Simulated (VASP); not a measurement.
# TePb (Fm-3m) in VASP: further runs

TePb is run at these levels: PBEsol; tasks: relaxation of cell and atoms, single point.

All numbers are computed with VASP 6.6.1; they aren't measurements. Logs are shortened: lines on timing, memory, paths and dates and some standing lists are left out, and cuts for length are marked.

**Measured values to compare with.**

From a printed reference work, monograph, for a bulk crystal of TePb at 4.2 K: band gap 0.19 eV (direct).

The runs below are set against these values where they give the same quantity.

**1. The cell of the first run**

Symmetry: Fm-3m, No. 225, cubic system. Conventional cell: a = 6.462 Å, b = 6.462 Å, c = 6.462 Å, α = 90.00°, β = 90.00°, γ = 90.00°. Within 4.3 Å of Te (site symmetry m-3m) lie 6 Pb at 3.23 Å. Within 4.3 Å of Pb (site symmetry m-3m) lie 6 Te at 3.23 Å.

**2. Relaxation of cell and atoms, PBEsol**

INCAR reads:

```
ALGO = Normal
EDIFF = 1E-6
EDIFFG = -0.005
ENCUT = 600
GGA = PS
IBRION = 2
ISIF = 3
ISMEAR = 0
LASPH = True
LCHARG = False
LREAL = False
LWAVE = False
NELM = 100
NSW = 100
PREC = Accurate
SIGMA = 0.02
```

KPOINTS reads:

```
k-points
0
Gamma
  8 8 8
```

POSCAR reads:

```
TePb
1.0
    0.0000000000      3.2310000000      3.2310000000
    3.2310000000      0.0000000000      3.2310000000
    3.2310000000      3.2310000000      0.0000000000
Te Pb
1 1
Direct
    0.5000000000      0.5000000000      0.5000000000
    0.0000000000      0.0000000000      0.0000000000
```

Potentials or basis: VASP PAW PBE potentials, release 64 (Te, Pb_d).

Launch:

```sh
$ cat potpaw_PBE.64/Te/POTCAR potpaw_PBE.64/Pb_d/POTCAR > POTCAR
$ mpirun -np 1 vasp_std > vasp.out
```

OUTCAR:

```text
EDIFF = 1E-6
   EDIFFG = -0.005
   ENCUT = 600
   GGA = PS
   IBRION = 2
   ISIF = 3
   ISMEAR = 0
   LASPH = True
   LREAL = False
   NELM = 100
   NSW = 100
   PREC = Accurate

 ion  position               nearest neighbor table
   1  0.500  0.500  0.500-   2 3.23   2 3.23   2 3.23   2 3.23   2 3.23   2 3.23
   2  0.000  0.000  0.000-   1 3.23   1 3.23   1 3.23   1 3.23   1 3.23   1 3.23

  LATTYP: Found a face centered cubic cell.
 ALAT       =     6.4620000000

  Lattice vectors:

 A1 = (   0.0000000000,   3.2310000000,   3.2310000000)
 A2 = (   3.2310000000,   0.0000000000,   3.2310000000)
 A3 = (   3.2310000000,   3.2310000000,   0.0000000000)

Analysis of symmetry for initial positions (statically):
=====================================================================
 Subroutine PRICEL returns:
 Original cell was already a primitive cell.

 Routine SETGRP: Setting up the symmetry group for a
 face centered cubic supercell.

 Subroutine GETGRP returns: Found 48 space group operations
 (whereof 48 operations were pure point group operations)
 out of a pool of 48 trial point group operations.

The static configuration has the point symmetry O_h .

Analysis of symmetry for dynamics (positions and initial velocities):
=====================================================================
 Subroutine PRICEL returns:
 Original cell was already a primitive cell.

 Routine SETGRP: Setting up the symmetry group for a
 face centered cubic supercell.

 Subroutine GETGRP returns: Found 48 space group operations
 (whereof 48 operations were pure point group operations)
 out of a pool of 48 trial point group operations.

The dynamic configuration has the point symmetry O_h .

 Subroutine INISYM returns: Found 48 space group operations
 (whereof 48 operations are pure point group operations),
 and found     1 'primitive' translations

----------------------------------------------------------------------------------------

                                     Primitive cell

  volume of cell :      67.4592

  direct lattice vectors                    reciprocal lattice vectors
     0.000000000  3.231000000  3.231000000    -0.154750851  0.154750851  0.154750851
     3.231000000  0.000000000  3.231000000     0.154750851 -0.154750851  0.154750851
     3.231000000  3.231000000  0.000000000     0.154750851  0.154750851 -0.154750851

  length of vectors
     4.569324020  4.569324020  4.569324020     0.268036337  0.268036337  0.268036337

  position of ions in fractional coordinates (direct lattice)
     0.500000000  0.500000000  0.500000000
     0.000000000  0.000000000  0.000000000

  ion indices of the primitive-cell ions
   primitive index   ion index
                 1           1
                 2           2

----------------------------------------------------------------------------------------

 KPOINTS: k-points

Automatic generation of k-mesh.
 Grid dimensions read from file:
 generate k-points for:    8    8    8

 Generating k-lattice:

  Cartesian coordinates                     Fractional coordinates (reciprocal lattice)
    -0.019343856  0.019343856  0.019343856     0.125000000  0.000000000  0.000000000
     0.019343856 -0.019343856  0.019343856     0.000000000  0.125000000  0.000000000
     0.019343856  0.019343856 -0.019343856     0.000000000  0.000000000  0.125000000

  Length of vectors
     0.033504542  0.033504542  0.033504542

  Shift w.r.t. Gamma in fractional coordinates (k-lattice)
     0.000000000  0.000000000  0.000000000

 Subroutine IBZKPT returns following result:
 ===========================================

 Found     29 irreducible k-points:

 Following reciprocal coordinates:
            Coordinates               Weight
  0.000000  0.000000  0.000000      1.000000
  0.125000  0.000000  0.000000      8.000000
  0.250000  0.000000  0.000000      8.000000
  0.375000  0.000000  0.000000      8.000000
  0.500000  0.000000  0.000000      4.000000
  0.125000  0.125000  0.000000      6.000000
[... 16 lines left out ...]
  0.500000  0.250000  0.125000     48.000000
 -0.375000  0.250000  0.125000     24.000000
 [... further k-points ...]
   k-points           NKPTS =     29   k-points in BZ     NKDIM =     29   number of bands    NBANDS=     14
   number of dos      NEDOS =    301   number of ions     NIONS =      2
   total plane-waves  NPLWV =  64000
   dimension x,y,z NGX =    40 NGY =   40 NGZ =   40
   dimension x,y,z NGXF=    80 NGYF=   80 NGZF=   80
   ions per type =               1   1
   NGX,Y,Z   is equivalent  to a cutoff of  14.55, 14.55, 14.55 a.u.
   NGXF,Y,Z  is equivalent  to a cutoff of  29.11, 29.11, 29.11 a.u.
 SYSTEM =  unknown system
   PREC   = accura    normal or accurate (medium, high low for compatibility)
   ISTART =      0    job   : 0-new  1-cont  2-samecut
   ICHARG =      2    charge: 1-file 2-atom 10-const
   ISPIN  =      1    spin polarized calculation?
   LNONCOLLINEAR =      F non collinear calculations
   LSORBIT =      F    spin-orbit coupling
   LASPH  =      T    aspherical Exc in radial PAW
   ENCUT  =  600.0 eV  44.10 Ry    6.64 a.u.   9.13  9.13  9.13*2*pi/ulx,y,z
   NELM   =    100;   NELMIN=  2; NELMDL= -5     # of ELM steps
   EDIFF  = 0.1E-05   stopping-criterion for ELM
   LREAL  =      F    real-space projection
   EDIFFG = -.5E-02   stopping-criterion for IOM
   NSW    =    100    number of steps for IOM
   IBRION =      2    ionic relax: 0-MD 1-quasi-New 2-CG
   NFREE  =      1    steps in history (QN), initial steepest desc. (CG)
   ISIF   =      3    stress and relaxation
   ISYM   =      2    0-nonsym 1-usesym 2-fastsym
   POTIM  = 0.5000    time-step for ionic-motion
   TEBEG  =    0.0;   TEEND  =   0.0 temperature during run
   PSTRESS=    0.0 pullay stress
   NELECT =      20.0000    total number of electrons
   NUPDOWN=      -1.0000    fix difference up-down
   EMIN   =  10.00;   EMAX   =-10.00  energy-range for DOS
   EFERMI =   0.00;   METHOD = LEGACY
   ISMEAR =     0;   SIGMA  =   0.02  broadening in eV -4-tet -1-fermi 0-gaus
   EFERMI_NEDOS =   21; number of points for ismear=-14 and -15
   IALGO  =     38    algorithm
   IMIX   =      4    mixing-type and parameters
     AMIX     =   0.40;   BMIX     =  1.00
     AMIX_MAG =   1.60;   BMIX_MAG =  1.00
  volume/ion in A,a.u.               =      33.73       227.62
  Fermi-wavevector in a.u.,A,eV,Ry     =   1.091619  2.062861 16.213147  1.191633
  Thomas-Fermi vector in A             =   2.227868
   LORBIT       =      0    0 simple, 1 ext, 2 COOP (PROOUT), +10 PAW based schemes
   GGA     = PS    functional components
   LHFCALC =     F    Hartree Fock is set to
   AEXX    =    0.0000 exact exchange contribution
   IVDW    =     0    specifies the selected vdW correction
   LEPSILON=     F    determine dielectric tensor
   LRPA    =     F    only Hartree local field effects (RPA)
 conjugate gradient relaxation of ions
 non-spin polarized calculation
 Gauss-broadening in eV      SIGMA  =   0.02
  energy-cutoff  :      600.00
  volume of cell :       67.46
 maximum number of plane-waves:      2272
 NGX is ok and might be reduce to    40
   NGX = 19   NGY = 19   NGZ = 19

--------------------------------------- Ionic step        1  -------------------------------------------

 number of electron      19.9999998 magnetization

 Free energy of the ion-electron system (eV)
  ---------------------------------------------------
  ext. energy  EPLUGINS =         0.00000000
  ---------------------------------------------------
  free energy    TOTEN  =        -8.25851127 eV

  energy without entropy =       -8.25851127  energy(sigma->0) =       -8.25851127

------------------------ aborting loop because EDIFF is reached ----------------------------------------

  FORCE on cell =-STRESS in cart. coord.  units (eV):
  Direction    XX          YY          ZZ          XY          YZ          ZX
  --------------------------------------------------------------------------------------
  -------------------------------------------------------------------------------------
  Total       -0.1639793     -0.1639793     -0.1639793     -0.0000000      0.0000000     -0.0000000
  in kB       -3.8945633     -3.8945633     -3.8945633     -0.0000000      0.0000000     -0.0000000
  external PRESSURE =      -3.8945633 kB  Pullay stress =       0.0000000 kB
[... 57 lines left out ...]
  energy  without entropy=       -8.2590991008  energy(sigma->0) =       -8.25909910

--------------------------------------- Ionic step        3  -------------------------------------------

 number of electron      19.9999998 magnetization

 Free energy of the ion-electron system (eV)
  ---------------------------------------------------
  ext. energy  EPLUGINS =         0.00000000
  ---------------------------------------------------
  free energy    TOTEN  =        -8.25920085 eV

  energy without entropy =       -8.25920085  energy(sigma->0) =       -8.25920085

 E-fermi :   5.6859     XC(G=0):  -9.5084

 val. band max:        5.5710571091   @ k =   0.5000   0.0000   0.0000
 cond. band min:       6.2214504122   @ k =   0.5000   0.0000   0.0000
 fundamental gap:      0.6503933032
 Fermi energy:         5.6858607277

 k-point     1 :       0.0000    0.0000    0.0000
  band No.  band energies     occupation
      1     -11.0729      2.00000
      2     -11.0729      2.00000
      3     -11.0613      2.00000
      4     -11.0613      2.00000
      5     -11.0613      2.00000
      6      -6.5346      2.00000
      7      -0.0230      2.00000
      8       4.2043      2.00000
      9       4.2043      2.00000
     10       4.2043      2.00000
     11       9.6369      0.00000
     12       9.6369      0.00000
     13       9.6369      0.00000
     14      11.3086      0.00000
[... 375 lines left out ...]
 k-point    24 :      -0.3750    0.2500    0.1250
  band No.  band energies     occupation
      1     -11.1040      2.00000
      2     -11.0812      2.00000
      3     -11.0550      2.00000
      4     -11.0489      2.00000
      5     -11.0402      2.00000
      6      -4.8725      2.00000
      7      -2.8113      2.00000
      8       2.7374      2.00000
      9       2.9515      2.00000
     10       5.1056      2.00000
     11       6.8493      0.00000
     12       9.1222      0.00000
     13       9.5986      0.00000
     14      12.3227      0.00000

 [... further k-points ...]
[... 5 lines left out ...]
  --------------------------------------------------------------------------------------
  -------------------------------------------------------------------------------------
  Total       -0.0024282     -0.0024282     -0.0024282      0.0000000      0.0000000     -0.0000000
  in kB       -0.0581637     -0.0581637     -0.0581637      0.0000000      0.0000000     -0.0000000
  external PRESSURE =      -0.0581637 kB  Pullay stress =       0.0000000 kB
[... 17 lines left out ...]
  FREE ENERGIE OF THE ION-ELECTRON SYSTEM (eV)
  ---------------------------------------------------
  free  energy   TOTEN  =        -8.2592008481 eV

  energy  without entropy=       -8.2592008481  energy(sigma->0) =       -8.25920085

 reached required accuracy - stopping structural energy minimisation
```

Wall time 81 s (1 thread of Intel Xeon Platinum 8488C (Sapphire Rapids), shared host); peak memory 0.26 GiB.

Results:

```yaml
Free_energy: -8.2592 eV
Relaxed_volume: 33.44 Å³/atom
Relaxed_cell: a = 4.556 Å, b = 4.556 Å, c = 4.556 Å, α = 60.00°, β = 60.00°, γ = 60.00°
Space_group_after_relaxing_to_0.05_Å: Fm-3m (No. 225)
Energy_gained_by_relaxing: 0.3 meV/atom
Ionic_steps: 3
Pressure_after_relaxing: 0.0 GPa
Band_gap_on_the_k_mesh: 0.65 eV, direct
```

Step by step:
```
step  energy change (eV)  largest force (eV/Å)  pressure (GPa)  volume (Å³)
   1              0.0000                0.0000           -0.39        67.46
   2             -0.0006                0.0000            0.16        66.66
   3             -0.0007                0.0000           -0.01        66.89
```

Final structure:
```
Te Pb
1.0
     0.00000    3.22185    3.22185
     3.22185    0.00000    3.22185
     3.22185    3.22185    0.00000
Te Pb
1 1
Direct
  0.50000 0.50000 0.50000
  0.00000 0.00000 0.00000
```

Levels at points of the mesh, in eV from the valence-band top:
| k point | band 6 | band 7 | band 8 | band 9 | band 10 | band 11 | band 12 | band 13 | band 14 |
| --- | --- | --- | --- | --- | --- | --- | --- | --- | --- |
| (0.00, 0.00, 0.00) | -12.11 | -5.59 | -1.37 | -1.37 | -1.37 | 4.07 | 4.07 | 4.07 | 5.74 |
| (0.50, 0.00, 0.00) | -10.64 | -8.65 | -0.90 | -0.90 | 0.00 | 0.65 | 1.22 | 1.22 | 8.30 |
| (0.50, 0.50, 0.00) | -10.38 | -7.32 | -4.59 | -2.85 | -2.85 | 3.17 | 5.49 | 5.49 | 6.73 |

Caveat: the PAW data sets were made with another functional, which shifts forces and pressure a little; spin-orbit coupling is left out, which moves the levels of the heavy elements.

(Part 1 of 2 ends here.)
